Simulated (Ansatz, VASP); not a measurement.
**C: VASP beside Ansatz**

```
CELL_PARAMETERS angstrom
1.80057 0.00000 0.00000
0.00000 1.80057 0.00000
0.00000 0.00000 1.80057
ATOMIC_POSITIONS crystal
C 0.00000 0.00000 0.00000
```

Alike in both runs: task single point; functional PBEsol; k mesh 20 × 20 × 20; occupations fermi-dirac, width 0.1 eV; no spin polarisation.

```csv
,VASP,Ansatz
version,VASP 6.6.1,Ansatz 0.2.0
potentials or method,"VASP PAW PBE potentials, release 64 (C)","plane waves (420 eV) with PAW, scalar-relativistic"
plane-wave cutoff (eV),520,420
valence electrons in the cell,4,4
```

Ansatz gave:

| Quantity | Value |
| --- | --- |
| pressure (GPa) | -19.6 |

What did VASP give for the same quantities?

Pressure (GPa): -19.2.

Ansatz warned: «pseudo_functional_mismatch».

Caveats: so large a pressure means that the cell lies far from this level's equilibrium, or that cutoff or potentials fall short (VASP); the potentials were made for another functional, which shifts forces and pressure (VASP).
